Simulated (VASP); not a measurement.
# SiC (Moissanite 3C) (P1) in VASP: convergence with ENAUG

Aim: find how far ENAUG must go before the results for SiC (Moissanite 3C) settle, at LDA. This setting moves, with any that are tied to it; all else stays.

Program: VASP 6.6.1. These are calculated values, not measurements. Logs are shortened: lines on timing, memory, paths and dates and some standing lists are left out, and cuts for length are marked.

## Step 1: The cell of the first run

The typed cell holds 2 atoms: a = 3.082 Å, b = 3.082 Å, c = 3.082 Å, α = 60.00°, β = 60.00°, γ = 60.00°.

The cell isn't the ideal one: atoms moved at random, drawn with an rms of 0.02 Å.

## Step 2: With ENAUG 300

Input file INCAR:

```
SYSTEM = SiC
ALGO = Fast
EDIFF = 1E-7
ENAUG = 300
ENCUT = 600
ISIF = 2
ISMEAR = 0
LASPH = .TRUE.
LCHARG = .FALSE.
LREAL = .FALSE.
LWAVE = .FALSE.
NELM = 80
PREC = Medium
SIGMA = 0.02
```

Input file KPOINTS:

```
k-points
0
G
  7 7 7
  0 0 0
```

Input file POSCAR:

```
SiC
1.0
    0.0000000000      2.1790000000      2.1790000000
    2.1790000000      0.0000000000      2.1790000000
    2.1790000000      2.1790000000      0.0000000000
Si C
1 1
Direct
    0.0067170000     -0.0052090000     -0.0012860000
    0.7544170000      0.7482380000      0.7456880000
```

Potentials or basis: VASP PAW LDA potentials, release 64 (Si_GW, C_GW).

Launch:

```
$ cat potpaw_LDA.64/Si_GW/POTCAR potpaw_LDA.64/C_GW/POTCAR > POTCAR
$ mpirun -np 1 vasp_std > vasp.out
```

OUTCAR:

```text
SYSTEM = SiC
   EDIFF = 1E-7
   ENCUT = 600
   ISIF = 2
   ISMEAR = 0
   LASPH = .TRUE.
   LREAL = .FALSE.
   NELM = 80
   PREC = Medium

 Found    172 irreducible k-points:

 Following reciprocal coordinates:
            Coordinates               Weight
  0.000000  0.000000  0.000000      1.000000
  0.142857  0.000000  0.000000      2.000000
  0.000000  0.142857  0.000000      2.000000
  0.000000  0.000000  0.142857      2.000000
  0.142857  0.142857  0.142857      2.000000
  0.285714  0.000000  0.000000      2.000000
   k-points           NKPTS =    172   k-points in BZ     NKDIM =    172   number of bands    NBANDS=      8
   number of dos      NEDOS =    301   number of ions     NIONS =      2
   total plane-waves  NPLWV =   5832
   dimension x,y,z NGX =    18 NGY =   18 NGZ =   18
   dimension x,y,z NGXF=    18 NGYF=   18 NGZF=   18
   ions per type =               1   1
   NGX,Y,Z   is equivalent  to a cutoff of   9.71,  9.71,  9.71 a.u.
   NGXF,Y,Z  is equivalent  to a cutoff of   9.71,  9.71,  9.71 a.u.
 SYSTEM =  SiC
   PREC   = medium    normal or accurate (medium, high low for compatibility)
   ISTART =      0    job   : 0-new  1-cont  2-samecut
   ICHARG =      2    charge: 1-file 2-atom 10-const
   ISPIN  =      1    spin polarized calculation?
   LNONCOLLINEAR =      F non collinear calculations
   LSORBIT =      F    spin-orbit coupling
   LASPH  =      T    aspherical Exc in radial PAW
   ENCUT  =  600.0 eV  44.10 Ry    6.64 a.u.   6.15  6.15  6.15*2*pi/ulx,y,z
   NELM   =     80;   NELMIN=  2; NELMDL= -5     # of ELM steps
   EDIFF  = 0.1E-06   stopping-criterion for ELM
   LREAL  =      F    real-space projection
   EDIFFG = 0.1E-05   stopping-criterion for IOM
   NSW    =      0    number of steps for IOM
   IBRION =     -1    ionic relax: 0-MD 1-quasi-New 2-CG
   NFREE  =      0    steps in history (QN), initial steepest desc. (CG)
[... 40 lines left out ...]
  free energy    TOTEN  =       -16.65001159 eV

  energy without entropy =      -16.65001159  energy(sigma->0) =      -16.65001159

 E-fermi :   7.9485     XC(G=0): -11.5405

 val. band max:        7.7944925972   @ k =   0.0000   0.0000   0.0000
 cond. band min:       9.2817196020   @ k =   0.0000   0.4286   0.4286
 fundamental gap:      1.4872270048
 Fermi energy:         7.9484712468

 k-point     1 :       0.0000    0.0000    0.0000
  band No.  band energies     occupation
      1      -7.5821      2.00000
      2       7.6810      2.00000
      3       7.7357      2.00000
      4       7.7945      2.00000
      5      14.0285      0.00000
      6      14.9052      0.00000
      7      14.9297      0.00000
      8      14.9534      0.00000
[... 45 lines left out ...]
 k-point     6 :       0.2857    0.0000    0.0000
  band No.  band energies     occupation
      1      -6.0268      2.00000
      2       2.6219      2.00000
      3       6.9900      2.00000
      4       7.0684      2.00000
      5      13.5357      0.00000
      6      15.4157      0.00000
      7      15.5060      0.00000
      8      17.2816      0.00000

 [... further k-points ...]

------------------------ aborting loop because EDIFF is reached ----------------------------------------

  FORCE on cell =-STRESS in cart. coord.  units (eV):
  Direction    XX          YY          ZZ          XY          YZ          ZX
  --------------------------------------------------------------------------------------
  -------------------------------------------------------------------------------------
  Total       -0.5210448     -0.5241804     -0.5212214      0.0188710      0.0058436     -0.0891040
  in kB      -40.3444645    -40.5872542    -40.3581367      1.4611820      0.4524683     -6.8993156
  external PRESSURE =     -40.4299518 kB  Pullay stress =       0.0000000 kB

 VOLUME and BASIS-vectors are now :
 -----------------------------------------------------------------------------
  energy-cutoff  :      600.00
  volume of cell :       20.69
      direct lattice vectors                 reciprocal lattice vectors
     0.000000000  2.179000000  2.179000000    -0.229463056  0.229463056  0.229463056
     2.179000000  0.000000000  2.179000000     0.229463056 -0.229463056  0.229463056
     2.179000000  2.179000000  0.000000000     0.229463056  0.229463056 -0.229463056

 POSITION                                       TOTAL-FORCE (eV/Angst)
 -----------------------------------------------------------------------------------
      4.34385      2.19083      2.18229         0.015061     -0.218958      0.046586
      3.25526      3.26873      3.27429        -0.015061      0.218958     -0.046586
 -----------------------------------------------------------------------------------
    total drift:                                0.000315      0.000036     -0.000144

  FREE ENERGIE OF THE ION-ELECTRON SYSTEM (eV)
  ---------------------------------------------------
  free  energy   TOTEN  =       -16.6500115903 eV

  energy  without entropy=      -16.6500115903  energy(sigma->0) =      -16.65001159
```

OSZICAR:

```text
N       E                     dE             d eps       ncg     rms          rms(c)
DAV:   1     0.590367688054E+01    0.59037E+01   -0.51742E+03  3320   0.106E+03
DAV:   2    -0.182969830886E+02   -0.24201E+02   -0.21657E+02  4032   0.156E+02
[... 11 lines left out ...]
RMM:  14    -0.166500111655E+02   -0.49593E-05   -0.74215E-05  4839   0.996E-02    0.447E-03
RMM:  15    -0.166500120469E+02   -0.88136E-06   -0.75440E-06  4179   0.291E-02    0.497E-03
RMM:  16    -0.166500126261E+02   -0.57923E-06   -0.15305E-06  3419   0.139E-02    0.597E-03
RMM:  17    -0.166500117517E+02    0.87439E-06   -0.94465E-07  3561   0.132E-02    0.331E-03
RMM:  18    -0.166500115684E+02    0.18331E-06   -0.94835E-07  3554   0.954E-03    0.162E-03
RMM:  19    -0.166500115903E+02   -0.21952E-07   -0.20617E-07  2610   0.852E-03
   1 F= -.16650012E+02 E0= -.16650012E+02  d E =-.595635E-30
```

stdout:

```text
POSCAR found type information on POSCAR SiC
 POSCAR found :  2 types and       2 ions
 scaLAPACK will be used
 LDA part: xc-table for (Slater(with rela. corr.)+CA(PZ))
 , standard interpolation
 POSCAR, INCAR and KPOINTS ok, starting setup
 FFT: planning ... GRIDC
 FFT: planning ... GRID_SOFT
 FFT: planning ... GRID
 WAVECAR not read
 entering main loop
```

Run time: 12 s. Hardware: 1 thread of Intel Xeon 6975P-C (Granite Rapids), shared host; peak memory 0.14 GiB.

Results:

| Quantity | Value |
| --- | --- |
| Free energy | -16.6500 eV |
| Pressure | -4.0 GPa |
| Largest force | 0.224 eV/Å |
| Band gap on the k mesh | 1.49 eV, indirect (least direct gap 4.60 eV) |

## Step 3: With ENAUG 400

Changes to INCAR since step 2:

```diff
@@ -3,3 +3,3 @@
 EDIFF = 1E-7
-ENAUG = 300
+ENAUG = 400
 ENCUT = 600
```

KPOINTS is that of step 2.

POSCAR is that of step 2.

Potentials or basis: VASP PAW LDA potentials, release 64 (Si_GW, C_GW).

Launch:

```
$ cat potpaw_LDA.64/Si_GW/POTCAR potpaw_LDA.64/C_GW/POTCAR > POTCAR
$ mpirun -np 1 vasp_std > vasp.out
```

Wall time 11 s (1 thread of Intel Xeon 6975P-C (Granite Rapids), shared host); peak memory 0.14 GiB.

What came out:

```
Free energy            : -16.6499 eV
Pressure               : -4.0 GPa
Largest force          : 0.224 eV/Å
Band gap on the k mesh : 1.49 eV, indirect (least direct gap 4.60 eV)
```

## Step 4: With ENAUG 500

Changes to INCAR since step 3:

```diff
@@ -3,3 +3,3 @@
 EDIFF = 1E-7
-ENAUG = 400
+ENAUG = 500
 ENCUT = 600
```

KPOINTS is that of step 3.

POSCAR is that of step 3.

Launch:

```
$ cat potpaw_LDA.64/Si_GW/POTCAR potpaw_LDA.64/C_GW/POTCAR > POTCAR
$ mpirun -np 1 vasp_std > vasp.out
```

It took 12 s on 1 thread of Intel Xeon 6975P-C (Granite Rapids), shared host; peak memory 0.14 GiB.

Results:

| Quantity | Value |
| --- | --- |
| Free energy | -16.6498 eV |
| Pressure | -4.0 GPa |
| Largest force | 0.224 eV/Å |
| Band gap on the k mesh | 1.49 eV, indirect (least direct gap 4.60 eV) |

## Step 5: With ENAUG 700

Changes to INCAR since step 4:

```diff
@@ -3,3 +3,3 @@
 EDIFF = 1E-7
-ENAUG = 500
+ENAUG = 700
 ENCUT = 600
```

KPOINTS is that of step 4.

POSCAR is that of step 4.

Launch:

```
$ cat potpaw_LDA.64/Si_GW/POTCAR potpaw_LDA.64/C_GW/POTCAR > POTCAR
$ mpirun -np 1 vasp_std > vasp.out
```

Run time: 12 s. Hardware: 1 thread of Intel Xeon 6975P-C (Granite Rapids), shared host; peak memory 0.14 GiB.

What came out:

| Quantity | Value |
| --- | --- |
| Free energy | -16.6498 eV |
| Pressure | -4.1 GPa |
| Largest force | 0.224 eV/Å |
| Band gap on the k mesh | 1.49 eV, indirect (least direct gap 4.60 eV) |

## Step 6: With ENAUG 900

Changes to INCAR since step 5:

```diff
@@ -3,3 +3,3 @@
 EDIFF = 1E-7
-ENAUG = 700
+ENAUG = 900
 ENCUT = 600
```

KPOINTS is that of step 5.

POSCAR is that of step 5.

Potentials or basis: VASP PAW LDA potentials, release 64 (Si_GW, C_GW).

Launch:

```
$ cat potpaw_LDA.64/Si_GW/POTCAR potpaw_LDA.64/C_GW/POTCAR > POTCAR
$ mpirun -np 1 vasp_std > vasp.out
```

Wall time 12 s (1 thread of Intel Xeon 6975P-C (Granite Rapids), shared host); peak memory 0.15 GiB.

Results:

```
Free energy            : -16.6498 eV
Pressure               : -4.0 GPa
Largest force          : 0.224 eV/Å
Band gap on the k mesh : 1.49 eV, indirect (least direct gap 4.60 eV)
```

## Step 7: With ENAUG 1200

Changes to INCAR since step 6:

```diff
@@ -3,3 +3,3 @@
 EDIFF = 1E-7
-ENAUG = 900
+ENAUG = 1200
 ENCUT = 600
```

KPOINTS is that of step 6.

POSCAR is that of step 6.

Launch:

```
$ cat potpaw_LDA.64/Si_GW/POTCAR potpaw_LDA.64/C_GW/POTCAR > POTCAR
$ mpirun -np 1 vasp_std > vasp.out
```

Wall time 12 s (1 thread of Intel Xeon 6975P-C (Granite Rapids), shared host); peak memory 0.15 GiB.

Results:

```yaml
Free_energy: -16.6498 eV
Pressure: -4.0 GPa
Largest_force: 0.224 eV/Å
Band_gap_on_the_k_mesh: 1.49 eV, indirect (least direct gap 4.60 eV)
```

## Step 8: With ENAUG 1600

Changes to INCAR since step 7:

```diff
@@ -3,3 +3,3 @@
 EDIFF = 1E-7
-ENAUG = 1200
+ENAUG = 1600
 ENCUT = 600
```

KPOINTS is that of step 7.

POSCAR is that of step 7.

Launch:

```
$ cat potpaw_LDA.64/Si_GW/POTCAR potpaw_LDA.64/C_GW/POTCAR > POTCAR
$ mpirun -np 1 vasp_std > vasp.out
```

Wall time 12 s (1 thread of Intel Xeon 6975P-C (Granite Rapids), shared host); peak memory 0.15 GiB.

The run converged. Its results:

* Free energy: -16.6498 eV
* Pressure: -4.0 GPa
* Largest force: 0.224 eV/Å
* Band gap on the k mesh: 1.49 eV, indirect (least direct gap 4.60 eV)

## Step 9: The series at a glance

| ENAUG | energy less the tightest run, at zero smearing (meV/atom) | SCF cycles | CPU time (s) | peak memory (GiB) |
| --- | --- | --- | --- | --- |
| 300 | -0.12 | 19 | 11 | 0.14 |
| 400 | -0.06 | 19 | 11 | 0.14 |
| 500 | -0.01 | 19 | 11 | 0.14 |
| 700 | 0.00 | 19 | 11 | 0.14 |
| 900 | 0.00 | 19 | 11 | 0.15 |
| 1200 | 0.00 | 19 | 11 | 0.15 |
| 1600 | 0.00 | 19 | 11 | 0.15 |

Against the tightest run, the energy stays within 1 meV/atom from 300 on. The tightest run that finished is the yardstick and may itself not be fully converged.

Caveats: an odd mesh through Γ misses points on the zone boundary, where band edges often lie.
